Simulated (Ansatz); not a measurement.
Wanted: the native input for an Ansatz 0.2.0 run.

- Task: band structure
- Functional: rPW86-PBE
- Potentials or basis: Ansatz PAW
- Cutoff: 420 eV (not typed: the program's choice for these potentials)
- k mesh: 8 × 8 × 8
- Occupations: fermi-dirac, width 0.05 eV
- Spin: no spin polarisation
- Path: [["G", "X", "W", "K", "G", "L", "U", "W", "L", "K"], ["U", "X"]]
- Points for each segment of the path: 14

The system is CdS (Hawleyite).

```xyz
2
Lattice="0.0000 2.9165 2.9165 2.9165 0.0000 2.9165 2.9165 2.9165 0.0000" Properties=species:S:1:pos:R:3 pbc="T T T"
Cd    0.0000    0.0000    0.0000
S     4.3748    4.3748    4.3748
```

These files were run (other wordings do the same):

input.yaml

```yaml
crystal:
  lattice:
    - [0.0, 2.9165, 2.9165]
    - [2.9165, 0.0, 2.9165]
    - [2.9165, 2.9165, 0.0]
  atoms:
    - { symbol: Cd, position: [0.0, 0.0, 0.0] }
    - { symbol: S, position: [0.75, 0.75, 0.75] }
hamiltonian:
  xc: { exchange: rpw86, correlation: pbe }
  pseudopotentials: { kind: paw }
kpoints:
  mp_grid: { grid: [8, 8, 8] }
  band_path:
    path:
      - [[0.0, 0.0, 0.0], [0.5, 0.0, 0.5], [0.5, 0.25, 0.75], [0.375, 0.375, 0.75], [0.0, 0.0, 0.0], [0.5, 0.5, 0.5], [0.625, 0.25, 0.625], [0.5, 0.25, 0.75], [0.5, 0.5, 0.5], [0.375, 0.375, 0.75]]
      - [[0.625, 0.25, 0.625], [0.5, 0.0, 0.5]]
    npoints: 14
scf:
  occupations: { method: fermi_dirac, width: 0.05 }
  n_extra_bands: 6
output:
  forces: true
  stress: true
  eigenvalues: true
  fatbands: false
  write_density: true
  write_potential: true
  elf: true
  volumetric_format: npy
```

Potentials or basis: Ansatz PAW.

Command:

```sh
$ ansatz run input.yaml --threads 2 --pin off --max-ram 5120MiB --backend cpu --events-out ev --progress --plain --runs-dir out
```

It gave:

- Pressure: 5.2 GPa
- Band gap on the k mesh: 1.03 eV, direct
- Band gap along the path: 1.03 eV, direct

Caveat: the PAW data sets come from PBE, with cores solved anew for the run's functional, which leaves a small shift of forces and pressure.

Wall time 3 s on 2 threads of AMD EPYC 7B13 (Zen 3) (shared host), peak memory 0.41 GiB.
